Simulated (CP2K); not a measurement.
Rh in CP2K: the effect of functional

Rh:

```
Rh
1.0
     2.68397    0.00000    0.00000
     1.34198    2.32438    0.00000
     1.34198    0.77479    2.19145
Rh
1
Direct
  0.00000 0.00000 0.00000
```

Alike in all runs:

- Program: CP2K 2026.2
- Task: band structure
- Potentials or basis: POTENTIAL_UZH Rh GTH-PBE-q17; TZVP-MOLOPT-PBE-GTH basis
- Density cutoff: 9184 eV
- k mesh: 12 × 12 × 12
- Occupations: fermi-dirac, width 0.05 eV
- Spin: no spin polarisation

| functional | pressure (GPa) |
| --- | --- |
| LDA | -7.0 |
| PBEsol | -1.2 |
| vdW-DF2 | ? |
| WC | 1.1 |
| revPBE | 12.9 |
| r2SCAN | 2.4 |

Task: What does the run with functional vdW-DF2 give?

Result: Pressure 33.1 GPa.

Caveats: the potentials were made for another functional, which shifts forces and pressure; the basis of atomic orbitals isn't converged, which shifts pressures, moduli and gaps; a pressure of tens of GPa on the cell as given is suspect, and the run, the potentials or the cell itself is likely at fault (some runs).

Runs at the PBE level aren't shown here.
